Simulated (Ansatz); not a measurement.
# Cs2SnI6: the cost of one run

Program: Ansatz 0.2.0. Level of theory: DFT PBE, scalar-relativistic, plane waves, PAW. These are calculated values, not measurements.

2 further runs of the same task are left out: 2 set aside as unsound or not needed.

### Step 1. Starting point

It takes space group Fm-3m (No. 225, cubic). The conventional cell has a = 12.037 Å, b = 12.037 Å, c = 12.037 Å, α = 90.00°, β = 90.00°, γ = 90.00°. Around Cs (site symmetry -43m) lie 12 I at 4.26 Å. Around Sn (site symmetry m-3m) lie 6 I at 2.91 Å. I (site symmetry 4mm) is surrounded by 1 Sn at 2.91 Å.

Structure file:

```cif
data_structure
_symmetry_space_group_name_H-M 'Fm-3m'
_symmetry_Int_Tables_number 225
_cell_length_a 12.0371
_cell_length_b 12.0371
_cell_length_c 12.0371
_cell_angle_alpha 90.000
_cell_angle_beta 90.000
_cell_angle_gamma 90.000
_cell_volume 1744.09
loop_
_atom_site_label
_atom_site_type_symbol
_atom_site_symmetry_multiplicity
_atom_site_Wyckoff_symbol
_atom_site_fract_x
_atom_site_fract_y
_atom_site_fract_z
_atom_site_occupancy
Cs1 Cs 8 c 0.25000 0.75000 0.75000 1
Sn1 Sn 4 a 0.00000 0.00000 0.00000 1
I1 I 24 e 0.24184 0.00000 0.00000 1
```

It is the result of an earlier relaxation at this level (volume 48.45 Å³/atom; gap on the mesh: 0.25 eV).

### Step 2. Electronic structure at the relaxed geometry

Contents of input.yaml:

```yaml
crystal:
  lattice:
    - [0.0, 6.0185601854, 6.0185601854]
    - [6.0185601854, 0.0, 6.0185601854]
    - [6.0185601854, 6.0185601854, 0.0]
  atoms:
    - { symbol: Cs, position: [0.25, 0.25, 0.25] }
    - { symbol: Cs, position: [0.75, 0.75, 0.75] }
    - { symbol: Sn, position: [0.0, 0.0, 0.0] }
    - { symbol: I, position: [0.758158124, 0.241841876, 0.241841876] }
    - { symbol: I, position: [0.241841876, 0.758158124, 0.241841876] }
    - { symbol: I, position: [0.241841876, 0.758158124, 0.758158124] }
    - { symbol: I, position: [0.758158124, 0.241841876, 0.758158124] }
    - { symbol: I, position: [0.241841876, 0.241841876, 0.758158124] }
    - { symbol: I, position: [0.758158124, 0.758158124, 0.241841876] }
basis:
  ecutwfc: 420
kpoints:
  mp_grid: { grid: [6, 6, 6] }
  band_path:
    path:
      - [[0.0, 0.0, 0.0], [0.5, 0.0, 0.5], [0.625, 0.25, 0.625]]
      - [[0.375, 0.375, 0.75], [0.0, 0.0, 0.0], [0.5, 0.5, 0.5], [0.5, 0.25, 0.75], [0.5, 0.0, 0.5]]
    npoints: 14
hamiltonian:
  xc: pbe
scf:
  occupations: { method: gaussian, width: 0.01 }
  n_extra_bands: 22
output:
  forces: true
  stress: true
  eigenvalues: true
  populations: true
  dos: { projected: true, de: 0.02, nscf_kmesh: { grid: [9, 9, 9] } }
  bader: true
  write_density: true
  write_potential: true
  elf: true
  volumetric_format: npy
```

Command:

```bash
> ansatz run input.yaml --threads 4 --pin off --max-ram 10240MiB --backend cpu --events-out ev --progress --plain --runs-dir out
```

What time and memory should one allow on 4 threads of Intel Xeon Platinum 8488C (Sapphire Rapids), shared host?

About 61 s, with a peak of 2.3 GiB.
